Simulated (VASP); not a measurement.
Input of a VASP 6.6.1 run:

The input POSCAR:

```
Mo
1.0
   -1.5808923905      1.5808923905      1.5808923905
    1.5808923905     -1.5808923905      1.5808923905
    1.5808923905      1.5808923905     -1.5808923905
  Mo
     1
Direct
     0.0000000000000000    0.0000000000000000    0.0000000000000000
```

The input INCAR.step1:

```
SYSTEM = Mo
PREC = Accurate ; ENCUT = 600
EDIFF = 1E-8 ; ISMEAR = 1
SIGMA = 0.2 ; LREAL = .False.
LASPH = .True. ; NELM = 80
ALGO = Fast ; ISIF = 3
LWAVE = .False. ; LCHARG = .False.
GGA = PE ; KPAR = 2
IBRION = 2 ; NSW = 40
EDIFFG = -0.002
```

INCAR.step2

```
SYSTEM = Mo
PREC = Accurate ; ENCUT = 600
EDIFF = 1E-8 ; ISMEAR = 1
SIGMA = 0.2 ; LREAL = .False.
LASPH = .True. ; NELM = 80
ALGO = Fast ; ISIF = 3
LWAVE = .False. ; LCHARG = .False.
GGA = PE ; KPAR = 2
IBRION = 6 ; NFREE = 2
POTIM = 0.015 ; NSW = 1
```

The input KPOINTS:

```
regular mesh
0
Gamma
  30 30 30
  0 0 0
```

Potentials or basis: VASP PAW PBE potentials, release 64 (Mo_sv).

Launch:

```bash
$ cat potpaw_PBE.64/Mo_sv/POTCAR > POTCAR
$ cp INCAR.step1 INCAR
$ mpirun -np 2 vasp_std > vasp.out
$ cp CONTCAR POSCAR
$ cp INCAR.step2 INCAR
$ mpirun -np 2 vasp_std > vasp.out
```

Question: Estimate the elastic constants C11, C12, C44.

Answer: 467, 157, 101 GPa.

Question: Predict the Voigt bulk modulus.

Answer: 260 GPa.

Elastic tensor in Voigt notation (GPa, in the Cartesian axes of the cell as first typed):
```
467 157 157   0   0   0
157 467 157   0   0   0
157 157 467   0   0   0
  0   0   0 101   0   0
  0   0   0   0 101   0
  0   0   0   0   0 101
```
